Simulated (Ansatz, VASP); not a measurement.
**RbBr in VASP and in Ansatz**

Contents of INCAR:

```
PREC     = Accurate       # precision mode
ENCUT    = 520            # plane-wave cutoff, eV
EDIFF    = 1E-6           # SCF threshold, eV
ISMEAR   = 0              # smearing method
SIGMA    = 0.05           # smearing width, eV
LREAL    = False          # projectors in reciprocal space
LASPH    = True           # aspherical terms in the spheres
NELM     = 60             # most SCF steps
ALGO     = Normal         # electronic algorithm
ISIF     = 2              # what is computed and relaxed
LWAVE    = False          # write WAVECAR
LCHARG   = False          # write CHGCAR
GGA      = PE             # functional
NBANDS   = 15             # bands
```

Contents of KPOINTS:

```
regular mesh
0
Gamma
  6 6 6
```

POSCAR

```
RbBr
1.0
    0.0000000000      3.4744578900      3.3354795744
    3.4744578900      0.0000000000      3.3354795744
    3.4744578900      3.4744578900      0.0000000000
Rb Br
1 1
Direct
    0.0000000000      0.0000000000      0.0000000000
    0.5000000000      0.5000000000      0.5000000000
```

Input for Ansatz:

```yaml
crystal:
  lattice:
    - [0.0, 3.47445789, 3.3354795744]
    - [3.47445789, 0.0, 3.3354795744]
    - [3.47445789, 3.47445789, 0.0]
  atoms:
    - { symbol: Rb, position: [0.0, 0.0, 0.0] }
    - { symbol: Br, position: [0.5, 0.5, 0.5] }
basis:
  ecutwfc: 420
kpoints:
  mp_grid: { grid: [6, 6, 6] }
hamiltonian:
  xc: pbe
scf:
  occupations: { method: gaussian, width: 0.05 }
output:
  forces: true
  stress: true
  eigenvalues: true
```

Alike in both runs: task single point; functional PBE; k mesh 6 × 6 × 6; occupations gaussian, width 0.05 eV; no spin polarisation.

|  | VASP | Ansatz |
| --- | --- | --- |
| version | VASP 6.6.1 | Ansatz 0.2.0 |
| potentials or method | VASP PAW PBE potentials, release 64 (Rb_sv, Br) | scalar-relativistic, plane waves, PAW |
| plane-wave cutoff (eV) | 520 | 420 |
| valence electrons in the cell | 16 | 16 |

Ansatz gave:

- gap on the k mesh at the Fermi level (eV): 4.32
- least direct gap on the mesh (eV): 4.32
- pressure (GPa): 1.1
- largest component of the traceless stress (GPa): 0.99

Q: Which values does VASP return?

A: gap on the k mesh at the Fermi level (eV): 4.32; least direct gap on the mesh (eV): 4.32; pressure (GPa): 1.1; largest component of the traceless stress (GPa): 1.00.

A hybrid or GW would open this gap; PBE tends to underestimate it.
